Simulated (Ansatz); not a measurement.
A calculation with Ansatz 0.2.0 of Zn (native input, structure typed inline):

The input input.yaml:

```yaml
crystal:
  lattice:
    - [-0.053935, 1.968868, 1.931663]
    - [1.91895, -0.052687, 1.930415]
    - [1.917508, 1.966177, -0.051245]
  atoms:
    - { symbol: Zn, position: [0.0, 0.0, 0.0] }
hamiltonian:
  xc: blyp
  pseudopotentials: { kind: paw, level: accurate }
  dispersion: d4
kpoints:
  mp_grid: { grid: [9, 9, 9] }
scf:
  occupations: { method: fermi_dirac, width: 0.1 }
output:
  forces: true
  stress: true
  eigenvalues: true
  efg: {}
```

Potentials or basis: Ansatz PAW earlier set.

Command:

```console
$ ansatz run input.yaml --threads 1 --pin off --max-ram 2560MiB --backend cpu --events-out ev --progress --plain --runs-dir out
```

The cell isn't the ideal one: cell strained at random at fixed volume.

This isn't the form of Zn at room conditions, which is hcp.

**Question.** Write the same calculation in another form: native input, Cartesian positions.

**Answer.** As run:

File input.yaml:

```yaml
crystal:
  lattice:
    - [-0.053935, 1.968868, 1.931663]
    - [1.91895, -0.052687, 1.930415]
    - [1.917508, 1.966177, -0.051245]
  atoms:
    - { symbol: Zn, position_ang: [0.0, 0.0, 0.0] }
hamiltonian:
  xc: blyp
  pseudopotentials: { kind: paw, level: accurate }
  dispersion: d4
kpoints:
  mp_grid: { grid: [9, 9, 9] }
scf:
  occupations: { method: fermi_dirac, width: 0.1 }
output:
  forces: true
  stress: true
  eigenvalues: true
  efg: {}
```

Potentials or basis: Ansatz PAW earlier set.

The run is started by

```bash
$ ansatz run input.yaml --threads 1 --pin off --max-ram 2560MiB --backend cpu --events-out ev --progress --plain --runs-dir out
```

Both were run:

|  | native input, structure typed inline | native input, Cartesian positions |
| --- | --- | --- |
| Pressure | 0.0 GPa | 0.0 GPa |
| Band gap on the k mesh | none (metal or under the smearing width) | none (metal or under the smearing width) |

Keys that steer only the numerical path or the files written may differ.

Caveat: pairwise dispersion overbinds metals, which lowers pressure and volume; the PAW data sets come from PBE, with cores solved anew for the run's functional, which leaves a small shift of forces and pressure.
